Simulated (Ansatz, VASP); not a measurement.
**PbSe (Clausthalite): VASP beside Ansatz**

```xyz
2
Lattice="0.0000 3.0606 3.0606 3.0606 0.0000 3.0606 3.0606 3.0606 0.0000" Properties=species:S:1:pos:R:3 pbc="T T T"
Pb    0.0000    0.0000    0.0000
Se    3.0606    3.0606    3.0606
```

Alike in both runs: task relaxation of cell and atoms; functional PBE; k mesh 8 × 8 × 8; occupations fermi-dirac, width 0.05 eV; no spin polarisation.

|  | VASP | Ansatz |
| --- | --- | --- |
| version | VASP 6.6.1 | Ansatz 0.2.0 |
| potentials or method | VASP PAW PBE potentials, release 64 (Pb_d_GW, Se_GW) | Ansatz PAW |
| plane-wave cutoff (eV) | 680 | 420 |
| valence electrons in the cell | 22 | 30 |

```tsv
	VASP	Ansatz	Ansatz less VASP
gap on the k mesh at the Fermi level, each at its own relaxed structure (eV)	0.43	0.43	-0.001
relaxed volume (Å³/atom)	30.04	30.04	-0.002
relaxed cell length with the largest relative difference (Å)	4.396	4.396	-0.0001
energy change over the relaxation (meV/atom)	-10	-10	0.0
```

The two sets of potentials don't hold the same shells in valence.

Caveats: spin-orbit coupling is left out, which as a rule narrows the gap of such compounds by several tenths of an eV; the plane-wave basis is chosen anew once the cell has moved, so the energies of steps on either side of that aren't comparable (Ansatz). Zero-point motion and thermal expansion aren't in these numbers. A k mesh can miss the band edges.
